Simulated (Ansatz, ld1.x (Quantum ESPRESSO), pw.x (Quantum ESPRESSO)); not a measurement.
Al: does the TM potential hold in the solid?

aluminium, norm-conserving Troullier–Martins (Kleinman–Bylander form), made with ld1.x (Quantum ESPRESSO) 7.5 (PBE, scalar-relativistic). Core [Ne], reference 3s2 3p1. Waves: 3s (bound): rc 2.10 bohr; 3d channel at 0.05 Ry: rc 2.15 bohr; 3p (bound): rc 2.25 bohr. Local part: the p channel. Core correction: none.

Atomic tests: cutoffs needed: 10 Ry and 25 Ry (the cutoffs (Ry, on a coarse ladder) from which the occupation-weighted sum of valence levels, in a spherical-Bessel basis at the reference potential, stays within 10 and 1 mRy of its value at 400 Ry); ghost test: no extra level below or beside the all-electron valence levels (s, d, p, f tested) (spherical-Bessel basis up to 400 Ry, 20 bohr box); largest excitation error: +30 meV (all-electron minus pseudo) for 3s0 3p3, out of 7 test configurations.

Crystal test: bcc Al in pw.x 7.5, no spin, 14³ k-points, Fermi–Dirac smearing 0.01 Ry, cutoffs 35/140 Ry. The reference is all-electron LAPW (Ansatz 0.2.0) with the same functional, mesh and smearing; V0 and B0 come from Birch–Murnaghan fits to the pressures at five volumes. Errors are pseudo minus all-electron; Δ is the rms difference of the E(V) curves that follow from these fits, minima aligned, over ±6 % about the mean V0. Mesh and smearing are coarse, so the numbers serve the comparison and aren't converged zero-temperature values; the lattice is a test structure that the element need not adopt.

| V (Å³/atom) | P all-electron (GPa) | P pseudo (GPa) |
| --- | --- | --- |
| 16.098 | 4.02 | 4.97 |
| 16.521 | 1.91 | 2.81 |
| 16.945 | 0.07 | 0.91 |
| 17.369 | -1.53 | -0.75 |
| 17.792 | -2.94 | -2.21 |

All-electron: a0 = 3.237 Å (V0 = 16.96 Å³/atom), B0 = 68.4 GPa.

Pseudopotential: mean pressure error (GPa): +0.84; a0 (Å): 3.250; a0 error (%): +0.41; B0 error (%): -2.1; Δ (meV/atom): 3.1.

At the middle volume, how do free energy and pressure move when the wave cutoff is lowered (ecutrho kept at four times it)?

| cutoff (Ry) | shift of F (meV/atom) | shift of P (GPa) |
| --- | --- | --- |
| 16 | +41.6 | -0.19 |
| 21 | +19.6 | -0.49 |
| 28 | +2.6 | -0.19 |

Input at the middle volume:

```
&control
  calculation='scf', prefix='x', pseudo_dir='./', outdir='./tmp', tstress=.true., disk_io='none'
/
&system
  ibrav=0, nat=1, ntyp=1, ecutwfc=35, ecutrho=140, nbnd=8,
  occupations='smearing', smearing='fd', degauss=0.01
/
&electrons
  conv_thr=1e-09, mixing_beta=0.4, electron_maxstep=70
/
ATOMIC_SPECIES
Al 1.0 Al.UPF
CELL_PARAMETERS angstrom
  -1.61805716 1.61805716 1.61805716
  1.61805716 -1.61805716 1.61805716
  1.61805716 1.61805716 -1.61805716
ATOMIC_POSITIONS crystal
Al 0.0000 0.0000 0.0000
K_POINTS automatic
14 14 14 0 0 0
```

```bash
pw.x < Al.scf.in > Al.scf.out
```

Lines of the output:

```
Message from routine setup:
     using ibrav=0 with symmetry is DISCOURAGED, use correct ibrav instead
     lattice parameter (alat)  =       5.2961  a.u.
     unit-cell volume          =     114.3505 (a.u.)^3
     number of electrons       =         3.00
     number of Kohn-Sham states=            8
     kinetic-energy cutoff     =      35.0000  Ry
     charge density cutoff     =     140.0000  Ry
     scf convergence threshold =      1.0E-09
     Exchange-correlation= PBE
     number of k points=   104  Fermi-Dirac smearing, width (Ry)=  0.0100
     iteration #  1     ecut=    35.00 Ry     beta= 0.40
     total energy              =      -4.14133551 Ry
     estimated scf accuracy    <       0.00505800 Ry
     iteration #  2     ecut=    35.00 Ry     beta= 0.40
     total energy              =      -4.14125234 Ry
     estimated scf accuracy    <       0.00170812 Ry
     iteration #  3     ecut=    35.00 Ry     beta= 0.40
     total energy              =      -4.14128256 Ry
     estimated scf accuracy    <       0.00000122 Ry
     iteration #  4     ecut=    35.00 Ry     beta= 0.40
     total energy              =      -4.14128325 Ry
     estimated scf accuracy    <       0.00000047 Ry
     iteration #  5     ecut=    35.00 Ry     beta= 0.40
     the Fermi energy is     7.6861 ev
!    total energy              =      -4.14128326 Ry
     estimated scf accuracy    <          5.1E-10 Ry
     smearing contrib. (-TS)   =      -0.00173588 Ry
     The total energy is F=E-TS. E is the sum of the following terms:
     one-electron contribution =       2.80152436 Ry
     hartree contribution      =       0.00450291 Ry
     xc contribution           =      -1.58970860 Ry
     ewald contribution        =      -5.35586606 Ry
     convergence has been achieved in   5 iterations
          total   stress  (Ry/bohr**3)                   (kbar)     P=        9.13
     Message from routine punch:
     Nothing written, as per user request (disk_io='none')
```

The run at the middle volume (104 k-points, 5 iterations) took about 2 s on one core of a shared host (Neoverse-V1, 32 threads, 247 GiB, load 19).
